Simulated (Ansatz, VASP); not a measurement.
# BP in two plane-wave programs, part 2 of 2

Aim: how closely do two programs agree when they are given the same cell, functional and k mesh? The cell is taken from a series of VASP runs on this material, whose earlier steps may have relaxed, scaled or displaced it; both programs get it as it stands.

VASP 6.6.1 and Ansatz 0.2.0.

So far. Step 2 (VASP: band structure, r2SCAN): The run ends at a pressure of 0.01 GPa.

### 5. VASP: single point, r2SCAN, volume scaled by 0.96

Level of this step: r2SCAN; plane waves and PAW (B, P) (VASP).

A single point gives forces, pressure and levels at one fixed geometry, so differences don't come from the geometry; what else differs is listed under the comparison. The cell compared in this pair holds 22.35 Å³, against 23.28 Å³ for the pair before.

Contents of INCAR:

```
SYSTEM = BP
PREC = Accurate
ENCUT = 420
EDIFF = 1E-06
NELM = 100
ISMEAR = 0
SIGMA = 0.05
LREAL = .FALSE.
ALGO = Normal
METAGGA = R2SCAN
LASPH = .TRUE.
NBANDS = 10
LORBIT = 11
LWAVE = .FALSE.
LCHARG = .FALSE.
KPAR = 2
ISIF = 2
```

Contents of POSCAR:

```
BP
1.0
    0.0000000000      2.2358009432      2.2358009432
    2.2358009432      0.0000000000      2.2358009432
    2.2358009432      2.2358009432      0.0000000000
B P
1 1
Direct
    0.0000000000      0.0000000000      0.0000000000
    0.2500000000      0.2500000000      0.2500000000
```

Contents of KPOINTS:

```
Automatic mesh
0
Gamma
7 7 7
0 0 0
```

PAW data sets: B and P (PBE family, release 64).

Run with:

```sh
$ mpirun -np 2 vasp_std
```

Numbers of over 12 decimals in the logs are rounded to 6 here.

Log:

```text
[banner, memory and clock lines left out]
running    2 mpi-ranks, on    1 nodes
[...]
[... a notice as in an earlier step ...]

 LDA part: xc-table for (None), standard interpolation
 POSCAR, INCAR and KPOINTS ok, starting setup
[...]
entering main loop
       N       E                     dE             d eps       ncg     rms          rms(c)
DAV:   1     0.315609515735E+01    0.31561E+01   -0.36899E+03   408   0.629E+02
DAV:   2    -0.186267750960E+02   -0.21783E+02   -0.20777E+02   570   0.109E+02
DAV:   3    -0.192140984035E+02   -0.58732E+00   -0.58598E+00   488   0.159E+01
DAV:   4    -0.192162164952E+02   -0.21181E-02   -0.21178E-02   480   0.115E+00
[...]
DAV:   9    -0.172830104911E+02   -0.29379E-03   -0.75206E-04   442   0.210E-01    0.764E-02
DAV:  10    -0.172830793268E+02   -0.68836E-04   -0.78837E-05   470   0.709E-02    0.214E-02
DAV:  11    -0.172830794310E+02   -0.10426E-06   -0.50443E-06   508   0.153E-02
   1 F= -.17283079E+02 E0= -.17283079E+02  d E =-.112253E-11
```

Parts of OUTCAR (step 5):

```text
  Total        1.0478471      1.0478471      1.0478471      0.0000000      0.0000000      0.0000000
  in kB       75.1067716     75.1067716     75.1067716      0.0000000      0.0000000      0.0000000
  external PRESSURE =      75.1067716 kB  Pullay stress =       0.0000000 kB

 POSITION                                       TOTAL-FORCE (eV/Angst)
 -----------------------------------------------------------------------------------
      0.00000      0.00000      0.00000         0.000000      0.000000      0.000000
      1.11790      1.11790      1.11790        -0.000000     -0.000000     -0.000000
 -----------------------------------------------------------------------------------
    total drift:                                0.000000      0.000000      0.000000

  FREE ENERGIE OF THE ION-ELECTRON SYSTEM (eV)
  ---------------------------------------------------
  free  energy   TOTEN  =       -17.2830794310 eV

  energy  without entropy=      -17.2830794310  energy(sigma->0) =      -17.28307943

[... 3 further parts left out ...]
[key lines of the parts left out:]
E-fermi :   8.1452
```

The run ends at a pressure of 7.51 GPa.

### 6. Ansatz: single point, r2SCAN, volume scaled by 0.96

The same cell, functional, mesh and smearing now go to Ansatz, which takes its cutoff from its data sets.

The cell is a member of a volume series, scaled by 0.96 from a relaxed one, so a pressure remains.

Contents of input.yaml:

```yaml
crystal:
  lattice:
    - [0.0, 2.2358009432, 2.2358009432]
    - [2.2358009432, 0.0, 2.2358009432]
    - [2.2358009432, 2.2358009432, 0.0]
  atoms:
    - { symbol: B, position: [0.0, 0.0, 0.0] }
    - { symbol: P, position: [0.25, 0.25, 0.25] }
hamiltonian:
  xc: r2scan
  pseudopotentials: { kind: paw }
kpoints:
  mp_grid: { grid: [7, 7, 7] }
scf:
  occupations: { method: gaussian, width: 0.05 }
  n_extra_bands: 4
output:
  forces: true
  stress: true
  eigenvalues: true
```

Run with:

```sh
$ ansatz run input.yaml --threads 2 --pin off --max-ram 4608MiB --backend cpu --events-out ev --progress --plain --runs-dir out
```

Log:

```text
[...]
Crystal: 2 atoms, lattice volume = 22.353 Å³
Basis set: ecut = 500 eV, 537 PW (Γ), exchange–correlation on 96×96×96 points (64 copies of the dense FFT grid, shifted against one another)
Bands: 8, of which v1, the nominal top of the filled ones, is band 4 counted from 1 (3 counted from 0)
Symmetry: 24 space group operations
[...]
k-points: 20 of 343 (time reversal used)
[...]
Free energy (F): -916.657513 eV
[...]
Internal energy: -916.657513 eV  (E = F + TS)
E sigma→0 (E₀):  -916.657513 eV
Fermi energy:    10.526634 eV
[...]
--- Stress (GPa, compression-positive) ---
        7.997571      -0.000000      -0.000000
        0.000000       7.997571       0.000000
       -0.000000       0.000000       7.997571
  P = ⅓ Tr σ = 7.9976 GPa (79.976 kbar)
--- Band table (eV; the first three rows and the last of 20) ---
[...]
[key lines of the parts left out:]
SCF converged after 6 iterations
```

Run time: 0.56 s. Hardware: 2 threads of Intel Xeon 6975P-C (Granite Rapids), shared host; peak memory 0.37 GiB; 0.96 s of CPU time.

The run ends at a pressure of 8.00 GPa.

### 7. Comparison

The two programs side by side:

| quantity | Ansatz | VASP | difference |
| --- | --- | --- | --- |
| pressure (GPa) | 8.00 | 7.51 | +0.49 |
| gap on the k mesh (eV) | 1.348 | 1.378 | -0.031 |

A gap on the mesh is an upper bound, since the band edges may lie between its points.

### 8. Ansatz: single point, r2SCAN, volume scaled by 1.02

With cell and atoms fixed, the geometry can't cause a difference; cores, projectors, grids and the points listed under the comparison can. The cell compared in this pair holds 23.75 Å³, against 22.35 Å³ for the pair before.

The cell is a member of a volume series, scaled by 1.02 from a relaxed one, so a pressure remains.

input.yaml, the sections that differ from step 6:

```yaml
crystal:
  lattice:
    - [0.0, 2.2814420816, 2.2814420816]
    - [2.2814420816, 0.0, 2.2814420816]
    - [2.2814420816, 2.2814420816, 0.0]
  atoms:
    - { symbol: B, position: [0.0, 0.0, 0.0] }
    - { symbol: P, position: [0.25, 0.25, 0.25] }
output:
  forces: true
  stress: true
  eigenvalues: true
  write_density: true
  write_potential: true
  elf: true
  volumetric_format: npy
# hamiltonian, kpoints, scf: as in step 6
```

Log:

```text
[...]
Crystal: 2 atoms, lattice volume = 23.750 Å³
Basis set: ecut = 500 eV, 609 PW (Γ), exchange–correlation on 96×96×96 points (64 copies of the dense FFT grid, shifted against one another)
Bands: 8, of which v1, the nominal top of the filled ones, is band 4 counted from 1 (3 counted from 0)
Symmetry: 24 space group operations
[...]
k-points: 20 of 343 (time reversal used)
[...]
Free energy (F): -916.677898 eV
[...]
Internal energy: -916.677898 eV  (E = F + TS)
E sigma→0 (E₀):  -916.677898 eV
Fermi energy:    9.731440 eV
[...]
--- Stress (GPa, compression-positive) ---
       -2.809546      -0.000000      -0.000000
       -0.000000      -2.809546       0.000000
       -0.000000       0.000000      -2.809546
  P = ⅓ Tr σ = -2.8095 GPa (-28.095 kbar)
--- Band table (eV; the first three rows and the last of 20) ---
[...]
[key lines of the parts left out:]
SCF converged after 6 iterations
```

Wall time 0.61 s (2 threads); peak memory 0.39 GiB; 1.1 s of CPU time.

The run ends at a pressure of -2.81 GPa.

### 9. VASP: single point, r2SCAN, volume scaled by 1.02

The same cell, functional, mesh and smearing now go to VASP, with its own data sets and cutoff.

INCAR is that of step 5.

Contents of POSCAR:

```
BP
1.0
    0.0000000000      2.2814420816      2.2814420816
    2.2814420816      0.0000000000      2.2814420816
    2.2814420816      2.2814420816      0.0000000000
B P
1 1
Direct
    0.0000000000      0.0000000000      0.0000000000
    0.2500000000      0.2500000000      0.2500000000
```

KPOINTS is that of step 5.

Run with:

```sh
$ mpirun -np 2 vasp_std
```

Log:

```text
[... set-up lines as in an earlier step ...]
 entering main loop
       N       E                     dE             d eps       ncg     rms          rms(c)
DAV:   1     0.125935096875E+01    0.12594E+01   -0.35917E+03   408   0.629E+02
DAV:   2    -0.187097687185E+02   -0.19969E+02   -0.19073E+02   550   0.104E+02
DAV:   3    -0.191394662543E+02   -0.42970E+00   -0.42917E+00   498   0.142E+01
DAV:   4    -0.191410089401E+02   -0.15427E-02   -0.15425E-02   474   0.976E-01
[...]
DAV:   9    -0.172996682453E+02   -0.30837E-03   -0.59780E-04   474   0.198E-01    0.680E-02
DAV:  10    -0.172997389032E+02   -0.70658E-04   -0.75409E-05   462   0.717E-02    0.214E-02
DAV:  11    -0.172997395858E+02   -0.68259E-06   -0.41508E-06   526   0.156E-02
   1 F= -.17299740E+02 E0= -.17299740E+02  d E =-.537060E-20
```

From OUTCAR (step 9):

```text
  Total       -0.4787243     -0.4787243     -0.4787243      0.0000000      0.0000000      0.0000000
  in kB      -32.2951820    -32.2951820    -32.2951820      0.0000000      0.0000000      0.0000000
  external PRESSURE =     -32.2951820 kB  Pullay stress =       0.0000000 kB

 POSITION                                       TOTAL-FORCE (eV/Angst)
 -----------------------------------------------------------------------------------
      0.00000      0.00000      0.00000        -0.000000     -0.000000     -0.000000
      1.14072      1.14072      1.14072         0.000000      0.000000      0.000000
 -----------------------------------------------------------------------------------
    total drift:                                0.000000      0.000000      0.000000

  FREE ENERGIE OF THE ION-ELECTRON SYSTEM (eV)
  ---------------------------------------------------
  free  energy   TOTEN  =       -17.2997395858 eV

  energy  without entropy=      -17.2997395858  energy(sigma->0) =      -17.29973959

[... 1 part as in an earlier step ...]

[... 2 further parts left out ...]
[key lines of the parts left out:]
E-fermi :   7.5063
```

The run ends at a pressure of -3.23 GPa.

### 10. Differences

The two programs side by side:

| quantity | Ansatz | VASP | difference |
| --- | --- | --- | --- |
| pressure (GPa) | -2.81 | -3.23 | +0.42 |
| gap on the k mesh (eV) | 1.440 | 1.471 | -0.031 |

A gap on the mesh is an upper bound, since the band edges may lie between its points.

### 11. Outcome

| Item | Value |
| --- | --- |
| difference in gap over the path points (band structure, r2SCAN) | -0.030 eV |
| difference in gap on the k mesh (single point, r2SCAN, volume scaled by 0.96) | -0.031 eV |
| difference in gap on the k mesh (single point, r2SCAN, volume scaled by 1.02) | -0.031 eV |

**Reading.** The difference in gap on the k mesh is -0.031 eV (single point, r2SCAN, volume scaled by 1.02), within the 0.08 eV picked in this series as the mark of a large difference. 1 further run of this series is not shown here. How closely two codes agree says nothing of how well the functional describes the real material.

[Lines on the potential files, build, host, timing and source positions are cut from VASP's logs without a mark.]

[Logs are printed without paths, hosts, clocks, repeated set-up lines and the standing remarks that a program may print on its own settings, such as how far it seeks lower states.]

[Hosts, paths, dates, database ids (printed as entryN), source tags and the programs' standing remarks are cut or masked in the printed files.]
